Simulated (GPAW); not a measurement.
Mo, 1 atom in the cell. The typed cell holds 1 atom: a = 2.825 Å, b = 2.722 Å, c = 2.538 Å, α = 89.36°, β = 92.00°, γ = 122.00°. This isn't the form of Mo at room conditions, which is bcc. The cell isn't the ideal one: cell sheared at random, sigma 0.01, atoms nudged by 0.01 Å.

```yaml
Program: GPAW 26.7.0
Task: RPA correlation energy
Functional: PBE
Potentials_or_basis: GPAW PAW data sets (gpaw-data 1.2.1), other valence
Cutoff: 450 eV
Basis: pw
k_mesh: 4 × 4 × 3
Occupations: fermi-dirac, width 0.05 eV
Spin: no spin polarisation
Response_ecut: 200 eV
Kernel: RPA
Over_volumes: no
N_frequencies: 12
Maxiter: 150
Skip_gamma: yes
Response_ecuts: "[128.0, 160.0, 200] eV"
Symmetry: point_group=False
Data_set: Mo 6
```

Potentials or basis: GPAW PAW data sets (gpaw-data 1.2.1), other valence, pw.

The run is started by

```sh
$ OMP_NUM_THREADS=1 python run.py
```

Hardware: 1 thread of Arm Neoverse V1 (shared host).

**Question.** How long does it take, and how much memory?

**Answer.** It took 62 s on 1 thread of Arm Neoverse V1, on a shared host, peak memory 0.21 GiB. Counts: scf iterations 12.
